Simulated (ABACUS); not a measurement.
The system is Nb.

```
CELL_PARAMETERS angstrom
1.66395 1.66395 1.66395
-1.66395 1.66395 1.66395
-1.66395 -1.66395 1.66395
ATOMIC_POSITIONS crystal
Nb 0.00000 0.00000 0.00000
```

| Quantity | Value |
| --- | --- |
| Program | ABACUS 3.10.1 |
| Task | relaxation of cell and atoms |
| Functional | PBEsol |
| Potentials or basis | PseudoDojo NC SR 0.4.1 PBE standard |
| Cutoff | 1361 eV |
| Density cutoff | 5442 eV |
| Basis | DZP LCAO (the cutoffs set its grid) |
| k mesh | 10 × 10 × 10 |
| Occupations | fermi-dirac, width 0.05 eV |
| Spin | no spin polarisation |

At the start: pressure -7.7 GPa; volume 18.43 Å³/atom.

Question: Where does the relaxation end?

Answer: Over 4 steps the energy falls by 21.6 meV/atom and the volume is 17.56 Å³/atom (-4.7 %); space group Im-3m (No. 229, to 0.05 Å).

The path:
```csv
step,energy change (eV),largest force (eV/Å),pressure (GPa),volume (Å³)
1,0.0000,0.0000,-7.68,18.43
2,0.0520,0.0000,17.09,16.09
3,-0.0216,0.0000,-0.19,17.58
4,-0.0216,0.0000,-0.01,17.56
```

Final structure:
```
Nb
1.0
     1.63745    1.63745    1.63745
    -1.63745    1.63745    1.63745
    -1.63745   -1.63745    1.63745
Nb
1
Direct
  0.00000 0.00000 0.00000
```

Caveat: the atomic orbitals were generated for these runs and aren't a published set; the potentials were made for another functional, which shifts forces and pressure; the basis of atomic orbitals isn't converged, which shifts pressures, moduli and gaps.
